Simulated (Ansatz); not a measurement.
**MoS2: a single-point run**

Wanted: a converged single-point run for MoS2, and a check of what comes out. The structure is shown as the input types it.

Computed with Ansatz 0.2.0 (density functional or hybrid calculation with the settings of its input, plane waves (as first typed), unless a step's input says otherwise).

1 further run of the same task is left out (it didn't finish).

## (1) The structure to begin with

The structure is trigonal, space group R3m (No. 160). Conventional cell: a = 3.175 Å, b = 3.175 Å, c = 18.582 Å, α = 90.00°, β = 90.00°, γ = 120.00°. Mo (site symmetry 3m) has 6 S at 2.40 Å as nearest neighbours. S (site symmetry 3m) is surrounded by 3 Mo at 2.40 Å.

Coordinates:

```xyz
3
Lattice="1.5876 0.9166 6.1939 -1.5876 0.9166 6.1939 0.0000 -1.8332 6.1939" Properties=species:S:1:pos:R:3 pbc="T T T"
Mo    0.0000    0.0000    0.0018
S     0.0000    0.0000    4.6416
S     0.0000    0.0000    7.7507
```

## (2) Running it

The input, input.yaml:

```yaml
crystal:
  lattice:
    - [1.5875903435, 0.9165957122, 6.193928007]
    - [-1.5875903435, 0.9165957122, 6.193928007]
    - [0.0, -1.8331914244, 6.193928007]
  atoms:
    - { symbol: Mo, position: [9.65174e-05, 9.65174e-05, 9.65174e-05] }
    - { symbol: S, position: [0.2497906771, 0.2497906771, 0.2497906771] }
    - { symbol: S, position: [0.4171128055, 0.4171128055, 0.4171128055] }
kpoints:
  mp_grid: { grid: [4, 4, 4] }
hamiltonian:
  xc: hse06
scf:
  occupations: { method: fixed }
  n_extra_bands: 4
  exx: { max_outer_iter: 2 }
output:
  forces: true
  stress: true
  eigenvalues: true
```

Launch:

```console
$ ansatz run input.yaml --threads 4 --pin off --max-ram 3686MiB --backend cpu --events-out ev --progress --plain --runs-dir out
```

**Question.** How will this run end, and is anything wrong with its input?

This run ends as converged, with warnings (stress exchange threshold loose, stress scf threshold loose). Its log warns: «output.stress: scf.convergence.dr2_threshold = 1e-7 eV (the SCF's general default) is looser than the 3e-10 eV advised for a printed stress (1e-10 eV for each atom of the ...»

The suspect setting: scf.exx.max_outer_iter is 2. What could go wrong: too low a cap on iterations. The run converged, but that does not make its result sound.

To check: delete scf.exx.max_outer_iter (the default then holds).
